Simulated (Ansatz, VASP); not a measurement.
## Mg: VASP beside Ansatz

File INCAR:

```
PREC = Accurate
ENCUT = 520
EDIFF = 1E-6
ISMEAR = 0
SIGMA = 0.05
LREAL = F
LASPH = T
NELM = 100
ALGO = Normal
ISIF = 2
LWAVE = F
LCHARG = F
GGA = PE
NBANDS = 7
```

The input KPOINTS:

```
Automatic mesh
0
Gamma
  8 8 8
```

File POSCAR:

```
Mg
1.0
   -1.7957507769      1.7957507769      1.7957507769
    1.7957507769     -1.7957507769      1.7957507769
    1.7957507769      1.7957507769     -1.7957507769
Mg
1
Direct
    0.0000000000      0.0000000000      0.0000000000
```

Input for Ansatz:

```yaml
crystal:
  lattice:
    - [-1.7957507769, 1.7957507769, 1.7957507769]
    - [1.7957507769, -1.7957507769, 1.7957507769]
    - [1.7957507769, 1.7957507769, -1.7957507769]
  atoms:
    - { symbol: Mg, position: [0.0, 0.0, 0.0] }
basis:
  ecutwfc: 600
  ecutrho_ratio: 5
kpoints:
  mp_grid: { grid: [8, 8, 8] }
hamiltonian:
  xc: pbe
scf:
  occupations: { method: gaussian, width: 0.05 }
output:
  forces: true
  stress: true
  eigenvalues: true
```

Alike in both runs: task single point; functional PBE; k mesh 8 × 8 × 8; occupations gaussian, width 0.05 eV; no spin polarisation.

|  | VASP | Ansatz |
| --- | --- | --- |
| version | VASP 6.6.1 | Ansatz 0.2.0 |
| potentials or method | VASP PAW PBE potentials, release 64 (Mg) | scalar-relativistic, plane waves, PAW |
| plane-wave cutoff (eV) | 520 | 600 |
| valence electrons in the cell | 2 | 10 |

```csv
,VASP,Ansatz,Ansatz less VASP
pressure (GPa),-0.6,-0.5,+0.12
```

The two sets of potentials don't hold the same shells in valence.
